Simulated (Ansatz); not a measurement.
KI: relaxation of cell and atoms

Theory: Ansatz 0.2.0, DFT, PBE, PAW with Ansatz's default frozen-core files, scalar-relativistic.

Command: `ansatz run input.yaml --threads 1 --pin off --max-ram 3072MiB --backend cpu --events-out ev --progress --plain --runs-dir out` The run took about 170 s on 1 thread of a shared machine.

```yaml
crystal:
  lattice:
    - [4.5558582445, 0.0, 0.0]
    - [-2.2779291223, 3.9454889758, 0.0]
    - [0.0, 0.0, 7.4260489385]
  atoms:
    - { symbol: K, position: [0.3333333333, 0.6666666667, 0.0] }
    - { symbol: K, position: [0.6666666667, 0.3333333333, 0.5] }
    - { symbol: I, position: [0.3333333333, 0.6666666667, 0.376] }
    - { symbol: I, position: [0.6666666667, 0.3333333333, 0.876] }
kpoints:
  mp_grid: { grid: [8, 8, 5] }
scf:
  occupations: { method: fermi_dirac, width: 0.05 }
hamiltonian:
  xc: pbe
  pseudopotentials: { kind: paw }
output:
  forces: true
  stress: true
  write_density: true
  write_potential: true
  elf: true
  volumetric_format: npy
relax:
  f_tol: 0.005
  max_steps: 80
  cell: {}
```

No spin–orbit coupling, which matters for the heavy atoms here.

The cell is built from the wurtzite type as a first guess.

The cutoff is 420 eV; energies and pressures of the walk include the program's estimate of the Pulay term.

Each frame lists the cell vectors (Å), then Cartesian positions (Å) and forces (eV/Å). Free energies count from the first step, -18102.8282 eV.

The walk took 21 evaluations in all; steps that aren't listed are left out.

Step 1: E = 0.0 meV, P = 20.09 GPa

```
cell 4.5559 0.0000 0.0000 -2.2779 3.9455 0.0000 0.0000 0.0000 7.4260
K     0.0000    2.6303    0.0000     0.000   0.000  -0.012
K     2.2779    1.3152    3.7130     0.000   0.000  -0.012
I     0.0000    2.6303    2.7922     0.000   0.000   0.012
I     2.2779    1.3152    6.5052     0.000   0.000   0.012
```

Step 2: E = -1942.5 meV, P = 11.53 GPa

```
cell 4.7781 0.0000 0.0000 -2.3891 4.1380 0.0000 0.0000 0.0000 7.7733
K     0.0000    2.7587   -0.0015     0.000   0.000  -0.020
K     2.3891    1.3793    3.8852     0.000   0.000  -0.020
I     0.0000    2.7587    2.9242     0.000   0.000   0.020
I     2.3891    1.3793    6.8109     0.000   0.000   0.020
```

Step 3: E = -3135.0 meV, P = 6.13 GPa

```
cell 5.0029 0.0000 0.0000 -2.5015 4.3327 0.0000 0.0000 0.0000 8.1166
K     0.0000    2.8884   -0.0053     0.000   0.000  -0.014
K     2.5015    1.4442    4.0529     0.000   0.000  -0.014
I     0.0000    2.8884    3.0572     0.000   0.000   0.014
I     2.5015    1.4442    7.1154     0.000   0.000   0.014
```

Step 4: E = -3759.9 meV, P = 2.55 GPa

```
cell 5.2262 0.0000 0.0000 -2.6131 4.5260 0.0000 0.0000 0.0000 8.4383
K     0.0000    3.0174   -0.0118     0.000   0.000  -0.011
K     2.6131    1.5087    4.2073     0.000   0.000  -0.011
I     0.0000    3.0174    3.1846     0.000   0.000   0.011
I     2.6131    1.5087    7.4037     0.000   0.000   0.011
```

Step 5: E = -3927.3 meV, P = 0.04 GPa

```
cell 5.4188 0.0000 0.0000 -2.7094 4.6928 0.0000 0.0000 0.0000 8.6761
K     0.0000    3.1286   -0.0230     0.000   0.000  -0.007
K     2.7094    1.5643    4.3150     0.000   0.000  -0.007
I     0.0000    3.1286    3.2853     0.000   0.000   0.007
I     2.7094    1.5643    7.6233     0.000   0.000   0.007
```

Step 6: E = -3927.4 meV, P = 0.00 GPa

```
cell 5.4225 0.0000 0.0000 -2.7113 4.6960 0.0000 0.0000 0.0000 8.6777
K     0.0000    3.1307   -0.0244     0.000   0.000  -0.005
K     2.7113    1.5653    4.3144     0.000   0.000  -0.005
I     0.0000    3.1307    3.2872     0.000   0.000   0.005
I     2.7113    1.5653    7.6261     0.000   0.000   0.005
```

Step 7: E = -4102.6 meV, P = 1.42 GPa (the cell of the step before, solved again on a basis chosen afresh, hence the jump)

```
cell 5.4225 0.0000 0.0000 -2.7113 4.6960 0.0000 0.0000 0.0000 8.6777
K     0.0000    3.1307   -0.0244     0.000   0.000  -0.006
K     2.7113    1.5653    4.3144     0.000   0.000  -0.006
I     0.0000    3.1307    3.2872     0.000   0.000   0.006
I     2.7113    1.5653    7.6261     0.000   0.000   0.006
```

Step 8: E = -4188.2 meV, P = 0.76 GPa

```
cell 5.5415 0.0000 0.0000 -2.7708 4.7991 0.0000 0.0000 0.0000 8.7764
K     0.0000    3.1994   -0.0386     0.000   0.000  -0.002
K     2.7708    1.5997    4.3496     0.000   0.000  -0.002
I     0.0000    3.1994    3.3385     0.000   0.000   0.002
I     2.7708    1.5997    7.7268     0.000   0.000   0.002
```

Step 9: E = -4235.4 meV, P = 0.12 GPa

```
cell 5.7095 0.0000 0.0000 -2.8547 4.9445 0.0000 0.0000 0.0000 8.8582
K     0.0000    3.2964   -0.0659     0.000   0.000   0.004
K     2.8547    1.6482    4.3632     0.000   0.000   0.004
I     0.0000    3.2964    3.3966     0.000   0.000  -0.004
I     2.8547    1.6482    7.8257     0.000   0.000  -0.004
```

Step 10: E = -4237.8 meV, P = -0.01 GPa

```
cell 5.7570 0.0000 0.0000 -2.8785 4.9857 0.0000 0.0000 0.0000 8.8450
K     0.0000    3.3238   -0.0770     0.000   0.000   0.003
K     2.8785    1.6619    4.3455     0.000   0.000   0.003
I     0.0000    3.3238    3.4027     0.000   0.000  -0.003
I     2.8785    1.6619    7.8252     0.000   0.000  -0.003
```

Step 11: E = -4242.3 meV, P = -0.02 GPa

```
cell 5.8013 0.0000 0.0000 -2.9007 5.0241 0.0000 0.0000 0.0000 8.6635
K     0.0000    3.3494   -0.1115     0.000   0.000  -0.002
K     2.9007    1.6747    4.2202     0.000   0.000  -0.002
I     0.0000    3.3494    3.3690     0.000   0.000   0.002
I     2.9007    1.6747    7.7008     0.000   0.000   0.002
```

Step 12: E = -4255.8 meV, P = -0.05 GPa

```
cell 5.8835 0.0000 0.0000 -2.9417 5.0952 0.0000 0.0000 0.0000 8.3085
K     0.0000    3.3968   -0.1727     0.000   0.000  -0.033
K     2.9417    1.6984    3.9816     0.000   0.000  -0.033
I     0.0000    3.3968    3.2967     0.000   0.000   0.033
I     2.9417    1.6984    7.4509     0.000   0.000   0.033
```

Step 13: E = -4263.2 meV, P = -0.16 GPa

```
cell 5.9304 0.0000 0.0000 -2.9652 5.1359 0.0000 0.0000 0.0000 8.2111
K     0.0000    3.4239   -0.2093     0.000   0.000  -0.023
K     2.9652    1.7120    3.8962     0.000   0.000  -0.023
I     0.0000    3.4239    3.2967     0.000   0.000   0.023
I     2.9652    1.7120    7.4022     0.000   0.000   0.023
```

Step 14: E = -4303.5 meV, P = -0.30 GPa

```
cell 6.0172 0.0000 0.0000 -3.0086 5.2110 0.0000 0.0000 0.0000 7.8447
K     0.0000    3.4740   -0.3073     0.000   0.000  -0.037
K     3.0086    1.7370    3.6151     0.000   0.000  -0.037
I     0.0000    3.4740    3.2569     0.000   0.000   0.038
I     3.0086    1.7370    7.1793     0.000   0.000   0.038
```

Step 15: E = -4360.8 meV, P = -0.33 GPa

```
cell 6.0785 0.0000 0.0000 -3.0393 5.2641 0.0000 0.0000 0.0000 7.4833
K     0.0000    3.5094   -0.3779     0.000   0.000  -0.062
K     3.0393    1.7547    3.3638     0.000   0.000  -0.062
I     0.0000    3.5094    3.1916     0.000   0.000   0.062
I     3.0393    1.7547    6.9333     0.000   0.000   0.062
```

Step 16: E = -4398.2 meV, P = -0.19 GPa

```
cell 6.1349 0.0000 0.0000 -3.0675 5.3130 0.0000 0.0000 0.0000 7.1221
K     0.0000    3.5420   -0.4483     0.000   0.000   0.013
K     3.0675    1.7710    3.1128     0.000   0.000   0.013
I     0.0000    3.5420    3.1262     0.000   0.000  -0.013
I     3.0675    1.7710    6.6873     0.000   0.000  -0.013
```

Step 17: E = -4377.2 meV, P = 0.58 GPa, step rejected

```
cell 5.9127 0.0000 0.0000 -2.9564 5.1206 0.0000 0.0000 0.0000 7.0953
K     0.0000    3.4137   -0.4354     0.000   0.000  -0.008
K     2.9564    1.7069    3.1123     0.000   0.000  -0.008
I     0.0000    3.4137    3.1032     0.000   0.000   0.008
I     2.9564    1.7069    6.6509     0.000   0.000   0.008
```

Step 18: E = -4402.6 meV, P = 0.00 GPa

```
cell 6.0691 0.0000 0.0000 -3.0346 5.2560 0.0000 0.0000 0.0000 7.1248
K     0.0000    3.5040   -0.4424     0.000   0.000   0.001
K     3.0346    1.7520    3.1200     0.000   0.000   0.001
I     0.0000    3.5040    3.1213     0.000   0.000  -0.001
I     3.0346    1.7520    6.6838     0.000   0.000  -0.001
```

Step 19: E = -4406.9 meV, P = 0.05 GPa (the cell of the step before, solved again on a basis chosen afresh, hence the jump)

(1) How does the relaxation end?

## Answers

(1) It converges, with a = 6.086 Å, b = 6.086 Å, c = 7.119 Å, α = 90.00°, β = 90.00°, γ = 120.00° (conventional cell, space group P6_3/mmc). The last solve (on a basis chosen afresh for the final cell, so its energy is not quite comparable) gives E = -4407.2 meV, P = 0.01 GPa:
```
cell 6.0861 0.0000 0.0000 -3.0431 5.2708 0.0000 0.0000 0.0000 7.1188
K     0.0000    3.5138   -0.4414     0.000   0.000   0.000
K     3.0431    1.7569    3.1180     0.000   0.000   0.000
I     0.0000    3.5138    3.1181     0.000   0.000   0.000
I     3.0431    1.7569    6.6775     0.000   0.000   0.000
```
